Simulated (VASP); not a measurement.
Crystal: Ta2H.

```
Ta H
1.0
     1.72050   -2.37147    0.00000
     1.72050    2.37147    0.00000
     0.00000    0.00000    4.75857
Ta H
2 1
Direct
  0.00000 0.50000 0.26457
  0.50000 0.00000 0.73543
  0.00000 0.00000 0.00000
```

The cell comes from a database or a generator and needn't be the stable form of this composition.

```yaml
Program: VASP 6.6.1
Task: relaxation of cell and atoms
Functional: PBEsol
Potentials_or_basis: VASP PAW PBE potentials, release 64 (Ta, H)
Cutoff: 580 eV
k_mesh: 16 × 16 × 10
Occupations: gaussian, width 0.1 eV
Spin: no spin polarisation
```

At the start: pressure -5.5 GPa; volume 12.94 Å³/atom.

Problem. How do energy, volume and symmetry change on relaxing?

Solution. Over 7 steps the energy falls by 7.6 meV/atom and the volume is 12.60 Å³/atom (-2.7 %); space group C222 (No. 21, to 0.05 Å).

Step by step:
```
step  energy change (eV)  largest force (eV/Å)  pressure (GPa)  volume (Å³)
   1              0.0000                0.1334           -5.52        38.83
   2              0.0202                0.0911            9.53        36.38
   3             -0.0196                0.0508            0.24        37.80
   4             -0.0223                0.0159            0.06        37.80
   5             -0.0227                0.0530           -0.02        37.80
   6             -0.0227                0.0552           -0.03        37.80
   7             -0.0229                0.0016            0.00        37.79
```

Final structure:
```cif
data_structure
_symmetry_space_group_name_H-M 'P 1'
_symmetry_Int_Tables_number 1
_cell_length_a 2.9004
_cell_length_b 2.9004
_cell_length_c 4.7530
_cell_angle_alpha 90.000
_cell_angle_beta 90.000
_cell_angle_gamma 109.070
_cell_volume 37.79
loop_
_atom_site_label
_atom_site_type_symbol
_atom_site_fract_x
_atom_site_fract_y
_atom_site_fract_z
_atom_site_occupancy
Ta1 Ta 0.00000 0.50000 0.26541 1
Ta2 Ta 0.50000 0.00000 0.73459 1
H1 H 0.00000 0.00000 0.00000 1
```

Caveat: the PAW data sets were made with another functional, which shifts forces and pressure a little.
